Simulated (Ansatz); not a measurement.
## All-electron card of SiS$_{2}$

```xyz
6
Lattice="-2.8250 4.7850 2.7700 2.8250 -4.7850 2.7700 2.8250 4.7850 -2.7700" Properties=species:S:1:pos:R:3 pbc="T T T"
Si    0.0000    0.0000    4.1550
Si    0.0000    0.0000    1.3850
S     1.5990    3.6653    2.7700
S     1.2261    1.1197    0.0000
S     1.2260   -1.1197    2.7700
S     1.5990    5.9047    0.0000
```

Atom numbers follow the list: Si1, Si2, S3, S4, S5, S6.

The cell is COD entry 1010409, as deposited and not checked against the literature; nothing was relaxed. It is an old determination, and later ones may differ.

Methods: DFT, PBE, all-electron LAPW, scalar-relativistic (Ansatz 0.2.0); DFT, PBE, PAW with Ansatz's default frozen-core files, scalar-relativistic (Ansatz 0.2.0).

For LAPW: a Γ-centred 5×6×5 k mesh, Fermi–Dirac smearing of 0.03 eV, basis error target 1 meV/atom, no spin polarisation; this mesh doesn't keep the crystal's whole symmetry, which leaves small spurious terms. PAW takes a cutoff of 420 eV at this cell. The Ansatz runs share mesh, smearing and spin set-up. Values come from LAPW unless marked.

```
Smallest direct gap on the path : 2.90 eV
Volume per atom                 : 24.96 Å³
```

Question: Predict this quantity. Löwdin charges (with 0.55 e of the cell spilling out of the atomic basis, so their sizes and signs hang on that basis).

Answer: Si1 0.78, S3 -0.25 e.

Question: Predict this quantity. Pressure at this cell.

Answer: -0.24 GPa.

Question: Bader charges (from the PAW run): what does the calculation give?

Answer: Si1 +2.51, S3 -1.26 e.

Question: Predict this quantity. Largest force.

Answer: 0.0200 Ry/bohr on S5.

Question: Give the computed value. Stress xx, yy, zz (compression positive).

Answer: -0.91, -0.03, 0.23 GPa.

Question: Give the computed value. Band gap.

Answer: 2.61 eV, indirect from the line Σ0 (-0.337, 0.337, 0.337)–Γ to the line G0 (0.666, -0.334, 0.334)–X (0.5, -0.5, 0.5).
